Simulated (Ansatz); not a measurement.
PbS: strain and displacement

```yaml
crystal:
  lattice:
    - [0.00000, 2.96500, 2.96500]
    - [2.96500, 0.00000, 2.96500]
    - [2.96500, 2.96500, 0.00000]
  atoms:
    - { symbol: Pb, position: [0.00000, 0.00000, 0.00000] }
    - { symbol: S, position: [0.50000, 0.50000, 0.50000] }
```

Atoms are numbered in the order listed.

The cell is COD entry 9000001, as deposited and not checked against the literature; nothing was relaxed.

No spin–orbit coupling, which matters for the heavy atoms here.

Method: Ansatz 0.2.0, DFT, PBE, all-electron PAW with datasets made for the crystal, scalar-relativistic.

Sampling and basis: a Γ-centred 8×8×8 k mesh, Fermi–Dirac smearing of 0.01 eV, cutoff 260 eV (chosen by the program for this cell), no spin polarisation.

The unchanged cell is at 2.29 GPa.

x, y and z are the Cartesian axes of the cell as listed; fractional coordinates follow a strain, and an engineering shear is twice the off-diagonal strain component.

Vzz stands for the principal value of largest size of the field-gradient tensor, whatever its axis.

No spin–orbit coupling: at heavy atoms the gradients can be off by tens of per cent for that reason.

Question: With this change (equal xy, yz and zx engineering shear strains of -3 %), what becomes of the energy and stress and field gradients and gap?

Answer: Energy change +4 meV/atom; stress change (xx, yy, zz, yz, xz, xy) -0.01, -0.01, -0.01, 0.55, 0.55, 0.55 GPa, compression positive; Vzz in 10²¹ V/m²: Pb1 0 → 1.36 (η = 0.00), S2 0 → -0.90 (η = 0.00); gap on the k mesh 0.35 → 0.07 eV.

Question: With this change (equal xy, yz and zx engineering shear strains of -1 %), what becomes of the energy and stress and field gradients and gap?

Answer: Energy change under 1 meV/atom; stress change (xx, yy, zz, yz, xz, xy) 0.00, 0.00, 0.00, 0.19, 0.19, 0.19 GPa, compression positive; Vzz in 10²¹ V/m²: Pb1 0 → 0.45 (η = 0.00), S2 0 → -0.30 (η = 0.00); gap on the k mesh 0.35 → 0.26 eV.

Question: With this change (equal xy, yz and zx engineering shear strains of +2 %), what becomes of the energy and stress and field gradients and gap?

Answer: Energy change +2 meV/atom; stress change (xx, yy, zz, yz, xz, xy) 0.00, 0.00, 0.00, -0.41, -0.41, -0.41 GPa, compression positive; Vzz in 10²¹ V/m²: Pb1 0 → -0.87 (η = 0.00), S2 0 → 0.60 (η = 0.00); gap on the k mesh 0.35 → 0.17 eV.

Question: With this change (equal xy, yz and zx engineering shear strains of -2 %), what becomes of the energy and stress and field gradients and gap?

Answer: Energy change +2 meV/atom; stress change (xx, yy, zz, yz, xz, xy) 0.00, 0.00, 0.00, 0.37, 0.37, 0.37 GPa, compression positive; Vzz in 10²¹ V/m²: Pb1 0 → 0.91 (η = 0.00), S2 0 → -0.60 (η = 0.00); gap on the k mesh 0.35 → 0.16 eV.

Question: With this change (equal xy, yz and zx engineering shear strains of +1 %), what becomes of the energy and stress and field gradients and gap?

Answer: Energy change under 1 meV/atom; stress change (xx, yy, zz, yz, xz, xy) 0.00, 0.00, 0.00, -0.20, -0.20, -0.20 GPa, compression positive; Vzz in 10²¹ V/m²: Pb1 0 → -0.44 (η = 0.00), S2 0 → 0.30 (η = 0.00); gap on the k mesh 0.35 → 0.26 eV.

Question: With this change (equal xy, yz and zx engineering shear strains of +3 %), what becomes of the energy and stress and field gradients and gap?

Answer: Energy change +5 meV/atom; stress change (xx, yy, zz, yz, xz, xy) -0.01, -0.01, -0.01, -0.62, -0.62, -0.62 GPa, compression positive; Vzz in 10²¹ V/m²: Pb1 0 → -1.29 (η = 0.00), S2 0 → 0.91 (η = 0.00); gap on the k mesh 0.35 → 0.07 eV.
